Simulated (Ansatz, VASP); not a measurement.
## Two plane-wave programs on Fe

INCAR

```
SYSTEM = Fe
PREC = Accurate
ENCUT = 600
EDIFF = 1E-7
ISMEAR = -1
SIGMA = 0.1
LREAL = .FALSE.
LASPH = .TRUE.
NELM = 100
ALGO = Normal
ISIF = 3
LWAVE = .FALSE.
LCHARG = .FALSE.
GGA = B5
ALDAX = 1.0
AGGAX = 1.0
AGGAC = 1.0
ALDAC = 0.0
IBRION = 2
NSW = 80
EDIFFG = -0.01
```

KPOINTS

```
Automatic mesh
0
G
  11 11 11
  0 0 0
```

Contents of POSCAR:

```
Fe
1.0
    0.0000000000      2.5145090540      2.5145090540
    2.5145090540      0.0000000000      2.5145090540
    2.5145090540      2.5145090540      0.0000000000
Fe
2
Direct
    0.1250000000      0.1250000000      0.1250000000
    0.8750000000      0.8750000000      0.8750000000
```

Input for Ansatz:

```yaml
crystal:
  lattice:
    - [0.0, 2.514509054, 2.514509054]
    - [2.514509054, 0.0, 2.514509054]
    - [2.514509054, 2.514509054, 0.0]
  atoms:
    - { symbol: Fe, position: [0.125, 0.125, 0.125] }
    - { symbol: Fe, position: [0.875, 0.875, 0.875] }
hamiltonian:
  xc: blyp
  pseudopotentials:
    kind: paw
    azcp:
      Fe: "pseudopotentials/Fe.paw.azcp"
basis:
  ecutwfc: 420
  fft_grid_basis: typed
kpoints:
  mp_grid: { grid: [11, 11, 11], shift: [0, 0, 0] }
magnetization:
  spin_polarized: false
scf:
  occupations: { method: fermi_dirac, width: 0.1 }
relax:
  max_steps: 60
  f_tol: 0.01
  cell: {}
output:
  write_density: true
  write_potential: true
  elf: true
  volumetric_format: npy
```

The cell was built by a generator and needn't be a form met in nature.

Alike in both runs: task relaxation of cell and atoms; functional BLYP; k mesh 11 × 11 × 11; occupations fermi-dirac, width 0.1 eV; no spin polarisation.

```csv
,VASP,Ansatz
version,VASP 6.6.1,Ansatz 0.2.0
potentials or method,"VASP PAW PBE potentials, release 64 (Fe)","plane waves (420 eV) with PAW, scalar-relativistic"
plane-wave cutoff (eV),600,420
valence electrons in the cell,16,32
```

```tsv
	VASP	Ansatz	Ansatz less VASP
relaxed volume (Å³/atom)	15.00	15.10	+0.101
relaxed cell length with the largest relative difference (Å)	3.488	3.496	+0.0078
energy change over the relaxation (meV/atom)	-21	-17	+4.0
```

The two sets of potentials don't hold the same shells in valence.

Caveats: the PAW data sets were made with another functional, which shifts forces and pressure a little (VASP); the run has no spin polarisation, though such a crystal can be magnetic. Spin polarisation is off, so any magnetic state and its effect on volume and gap are missing.
